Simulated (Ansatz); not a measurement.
Zn:

```
Zn
1.0
     0.00000    1.96478    1.96478
     1.96478    0.00000    1.96478
     1.96478    1.96478    0.00000
Zn
1
Direct
  0.00000 0.00000 0.00000
```

This isn't the form of Zn at room conditions, which is hcp.

| Item | Value |
| --- | --- |
| Program | Ansatz 0.2.0 |
| Task | single point |
| Functional | PBE |
| Potentials or basis | all-electron LAPW, scalar-relativistic |
| Cutoff | 240 eV (chosen from the basis error) |
| Basis error allowed | 0.001 eV/atom |
| k mesh | 12 × 12 × 12 |
| Occupations | fermi-dirac, width 0.05 eV |
| Spin | no spin polarisation |

On this cell: pressure -0.2 GPa; band gap on the k mesh none (metal or under the smearing width).

The same run follows on a disturbed copy (cell strained at random at fixed volume):

```xyz
1
Lattice="0.0040 2.0046 1.9670 1.9567 -0.0043 1.9753 1.9274 1.9836 0.0249" Properties=species:S:1:pos:R:3 pbc="T T T"
Zn    0.0418   -0.0358   -0.0315
```

What does the disturbed cell give?

The energy (extrapolated to zero smearing) moves by -0.0 meV/atom; pressure 0.0 GPa; band gap on the k mesh none (metal or under the smearing width).

Stress tensor (GPa, compression positive):
```
 0.12 -0.66  0.57
-0.66 -0.62  0.46
 0.57  0.46  0.46
```
